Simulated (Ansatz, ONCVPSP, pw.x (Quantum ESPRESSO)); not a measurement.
# pw.x on fcc W: one setting changed

Potential: optimised norm-conserving Vanderbilt (ONCV), ONCVPSP 4.0.1.1 (patched build), PBE; core [Kr] 4d10 4f14, reference 5s2 5p6 5d5 6s1; waves: 5s+6s: rc 1.86 bohr, ncon 4, nbas 8, qcut 5.9 1/bohr, 2 projectors; 5p: rc 1.90 bohr, ncon 4, nbas 8, qcut 6.1 1/bohr, 3 projectors, debl 0.6 Ha; 5d: rc 2.72 bohr, ncon 4, nbas 8, qcut 7 1/bohr, 3 projectors, debl 4 Ha; local part: polynomial inside 1.28 bohr (lpopt 2, dvloc0 2 Ha); core correction: Teter function fitted to the true core (icmod 2), fcfact 0.5. In the p channel the program set the typed energies aside and used -1.522, 0.250, 0.850 Ha.

The reference run (k-mesh 14³, cutoffs 50/200 Ry, Fermi–Dirac 0.01 Ry, mixing_beta 0.4, conv_thr 1e-9, no spin) gives -2.47 GPa at 16.478 Å³/atom, where all-electron LAPW gives -0.06 GPa. This run, with its own iteration cap, changes mixing_mode to TF.

```
&control
  calculation='scf', prefix='x', pseudo_dir='./', outdir='./tmp', tstress=.true., disk_io='none'
/
&system
  ibrav=0, nat=1, ntyp=1, ecutwfc=50, ecutrho=200, nbnd=15,
  occupations='smearing', smearing='fd', degauss=0.01
/
&electrons
  conv_thr=1e-09, mixing_beta=0.4, electron_maxstep=50, mixing_mode='TF'
/
ATOMIC_SPECIES
W 1.0 W.UPF
CELL_PARAMETERS angstrom
  0.00000000 2.01972156 2.01972156
  2.01972156 0.00000000 2.01972156
  2.01972156 2.01972156 0.00000000
ATOMIC_POSITIONS crystal
W 0.0000 0.0000 0.0000
K_POINTS automatic
14 14 14 0 0 0
```

```bash
pw.x < W.scf.in > W.scf.out
```

Q: How does the run end?

A: It converges in 11 iterations; the free energy moves by +0.0 meV/atom and the pressure by +0.03 GPa. The result is that of the reference run.

```
Message from routine setup:
     using ibrav=0 with symmetry is DISCOURAGED, use correct ibrav instead
     lattice parameter (alat)  =       5.3977  a.u.
     unit-cell volume          =     111.1991 (a.u.)^3
     number of electrons       =        14.00
     number of Kohn-Sham states=           15
     kinetic-energy cutoff     =      50.0000  Ry
     charge density cutoff     =     200.0000  Ry
     scf convergence threshold =      1.0E-09
     Exchange-correlation= PBE
     number of k points=   104  Fermi-Dirac smearing, width (Ry)=  0.0100
     iteration #  1     ecut=    50.00 Ry     beta= 0.40
     total energy              =    -157.98928086 Ry
     estimated scf accuracy    <       0.10819273 Ry
     iteration #  2     ecut=    50.00 Ry     beta= 0.40
     total energy              =    -157.96611041 Ry
     estimated scf accuracy    <       0.04851231 Ry
     iteration #  3     ecut=    50.00 Ry     beta= 0.40
     total energy              =    -157.97376084 Ry
     estimated scf accuracy    <       0.00025607 Ry
     [... 5 iterations left out ...]
     iteration #  9     ecut=    50.00 Ry     beta= 0.40
     total energy              =    -157.97384015 Ry
     estimated scf accuracy    <       0.00000003 Ry
     iteration # 10     ecut=    50.00 Ry     beta= 0.40
     total energy              =    -157.97384015 Ry
     estimated scf accuracy    <          2.4E-09 Ry
     iteration # 11     ecut=    50.00 Ry     beta= 0.40
     the Fermi energy is    20.9619 ev
!    total energy              =    -157.97384015 Ry
     estimated scf accuracy    <          6.5E-10 Ry
     smearing contrib. (-TS)   =      -0.00527346 Ry
     The total energy is F=E-TS. E is the sum of the following terms:
     one-electron contribution =     -18.59536419 Ry
     hartree contribution      =      17.38089664 Ry
     xc contribution           =     -39.03091968 Ry
     ewald contribution        =    -117.72317946 Ry
     convergence has been achieved in  11 iterations
          total   stress  (Ry/bohr**3)                   (kbar)     P=      -24.47
     Message from routine punch:
     Nothing written, as per user request (disk_io='none')
```

The run took about 27 s on one core of a shared host (Neoverse-N1, 64 threads, 124 GiB, load 50).
